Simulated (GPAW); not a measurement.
# SnO2 (Cassiterite) in GPAW: the effect of functional

Crystal: SnO2 (Cassiterite).

```
CELL_PARAMETERS angstrom
4.73800 0.00000 0.00000
0.00000 4.73800 0.00000
0.00000 0.00000 3.18650
ATOMIC_POSITIONS crystal
Sn 0.50000 0.50000 0.50000
Sn 0.00000 0.00000 0.00000
O 0.80710 0.19290 0.50000
O 0.69290 0.69290 0.00000
O 0.19290 0.80710 0.50000
O 0.30710 0.30710 0.00000
```

Alike in all runs:

```yaml
Program: GPAW 26.7.0
Task: phonons
Cutoff: 680 eV
Basis: pw
k_mesh: 4 × 4 × 5
Occupations: fermi-dirac, width 0.05 eV
Spin: no spin polarisation
```

Each run relaxes the cell or the atoms first.

```csv
functional,potentials or basis,relaxed volume (Å³/atom),gap on the mesh (eV),highest phonon frequency (cm⁻¹)
LDA,the program's PAW data sets (release 1.2.1) made for this functional,11.74,1.31,757
PBEsol,PAW data sets generated in the run's folder for this functional,12.09,1.02,737
PBE,GPAW PAW data sets (gpaw-data 1.2.1),?,?,?
r2SCAN,GPAW PAW data sets (gpaw-data 1.2.1),12.00,1.91,762
```

Question: What does the run with functional PBE give?

Answer: Relaxed volume 12.48 Å³/atom; gap on the mesh 0.79 eV; highest phonon frequency 712 cm⁻¹.

Caveats: the cutoff is short for stress and forces, so pressures can be off by a GPa or more; the LO-TO splitting is left out; spin-orbit coupling is left out, which moves the levels of the heavy elements; the PAW data sets were made with another functional, which shifts forces and pressure a little (some runs).

